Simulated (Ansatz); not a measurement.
# Phonons of TaC

Level of theory: DFT, r²SCAN, scalar-relativistic, no spin polarisation; plane waves to 500 eV with PAW datasets (Ansatz 0.2.0), Gaussian smearing of 0.15 eV; PAW files: Ansatz's generated set soft_2.

```
CELL_PARAMETERS angstrom
0.00000 2.23108 2.23108
2.23108 0.00000 2.23108
2.23108 2.23108 0.00000
ATOMIC_POSITIONS crystal
Ta 0.00000 0.00000 0.00000
C 0.50000 0.50000 0.50000
```

The chain of runs began from a cell as deposited in COD, expanded in volume.

Force constants come from finite displacements in a 2×2×2 supercell (the unit cell's 14×14×14 k-mesh, folded to it); the long-range dipole term is not included. Points in reciprocal vectors of this cell: Γ = (0.000, 0.000, 0.000), X = (0.500, 0.000, 0.500), U = (0.625, 0.250, 0.625), K = (0.375, 0.375, 0.750), L = (0.500, 0.500, 0.500), W = (0.500, 0.250, 0.750).

Task: Is the structure dynamically stable along this path, and where does the spectrum end?

Result: Yes: no branch is imaginary beyond numerical noise. The highest frequency is 674 cm⁻¹, at L. Points that don't fit the supercell are interpolated.

Frequencies at the named points (cm⁻¹, imaginary ones negative):
| point | ω (cm⁻¹) |
| --- | --- |
| Γ | 0 0 0 538 538 538 |
| X | 150 150 174 579 579 613 |
| U | 135 145 149 594 613 625 |
| K | 135 145 149 594 613 625 |
| L | 72 72 113 621 621 674 |
| W | 144 145 145 598 618 618 |

Task: What does the harmonic approximation give for the vibrational free energy, entropy and heat capacity?

Result: Zero-point energy 67.2 meV/atom.
```tsv
T (K)	F_vib (meV/atom)	S (J/K per mole of atoms)	C_V (J/K per mole of atoms)
100	64.1	8.1	10.1
200	51.0	16.6	14.8
300	30.2	23.4	18.6
400	3.0	29.0	20.8
500	-29.6	33.8	22.1
600	-66.9	37.9	22.9
700	-108.0	41.5	23.4
800	-152.7	44.6	23.7
900	-200.4	47.4	24.0
1000	-250.9	50.0	24.1
```

The highest mode, 674 cm⁻¹, is worth 970 K. At 300 K the heat capacity has reached 74 % of the classical limit 3R = 24.9 J/K per mole of atoms, since the stiffer modes are still partly frozen out.

The crystal is a metal or nearly so; low and unstable modes depend on mesh and smearing.

Run time: 77 s on 4 threads of Intel(R) Xeon(R) Processor @ 2.70GHz, with other jobs on the host, peak memory 1.8 GiB.

These numbers lack spin–orbit coupling.
